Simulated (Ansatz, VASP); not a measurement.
## One calculation of MgI2, two programs

Contents of INCAR:

```
SYSTEM = MgI2
ALGO = Normal ; EDIFF = 1E-7
ENCUT = 520 ; GGA = PE
ISIF = 2 ; ISMEAR = -1
LASPH = .True. ; LCHARG = .False.
LREAL = .False. ; LWAVE = .False.
NBANDS = 15 ; NELM = 100
PREC = Accurate ; SIGMA = 0.05
```

Contents of KPOINTS:

```
k-points
0
Gamma
  8 8 4
  0 0 0
```

Contents of POSCAR:

```
MgI2
1.0
    4.1122139279      0.0000000000      0.0000000000
   -2.0561069639      3.5612817274      0.0000000000
    0.0000000000      0.0000000000      6.8338241120
I Mg
2 1
Direct
    0.6666666667      0.3333333333      0.7500000000
    0.3333333333      0.6666666667      0.2500000000
    0.0000000000      0.0000000000      0.0000000000
```

The input input.yaml:

```yaml
crystal:
  lattice:
    - [4.1122139279, 0.0, 0.0]
    - [-2.0561069639, 3.5612817274, 0.0]
    - [0.0, 0.0, 6.833824112]
  atoms:
    - { symbol: I, position: [0.6666666667, 0.3333333333, 0.75] }
    - { symbol: I, position: [0.3333333333, 0.6666666667, 0.25] }
    - { symbol: Mg, position: [0.0, 0.0, 0.0] }
hamiltonian:
  xc: pbe
  pseudopotentials: { kind: paw }
kpoints:
  mp_grid: { grid: [8, 8, 4] }
scf:
  occupations: { method: fermi_dirac, width: 0.05 }
output:
  forces: true
  stress: true
  eigenvalues: true
```

Change from the starting cell: volume scaled by 0.98.

Alike in both runs: task single point; functional PBE; k mesh 8 × 8 × 4; occupations fermi-dirac, width 0.05 eV; no spin polarisation.

|  | VASP | Ansatz |
| --- | --- | --- |
| version | VASP 6.6.1 | Ansatz 0.2.0 |
| potentials or method | VASP PAW PBE potentials, release 64 (I, Mg) | Ansatz PAW |
| plane-wave cutoff (eV) | 520 | 420 |
| valence electrons in the cell | 16 | 44 |

```csv
,VASP,Ansatz,Ansatz less VASP
gap on the k mesh at the Fermi level (eV),3.50,3.52,+0.017
least direct gap on the mesh (eV),3.71,3.73,+0.015
pressure (GPa),1.3,1.3,+0.06
largest component of the traceless stress (GPa),0.39,0.39,+0.005
rms of the force components (eV/Å),0.079,0.075,-0.0045
```

Atom by atom the forces differ by 0.005 eV/Å (rms over components). The functional is the same, so the differences come from potentials, cutoffs and numerics. The two sets of potentials don't hold the same shells in valence.

Caveats: spin-orbit coupling is left out, which moves the levels of the heavy elements; the cell's inner coordinates are idealised or old, which leaves forces on the atoms; this functional lacks dispersion, which binds the layers, so the pressure and a relaxed spacing across them are unreliable. A k mesh can miss the band edges.
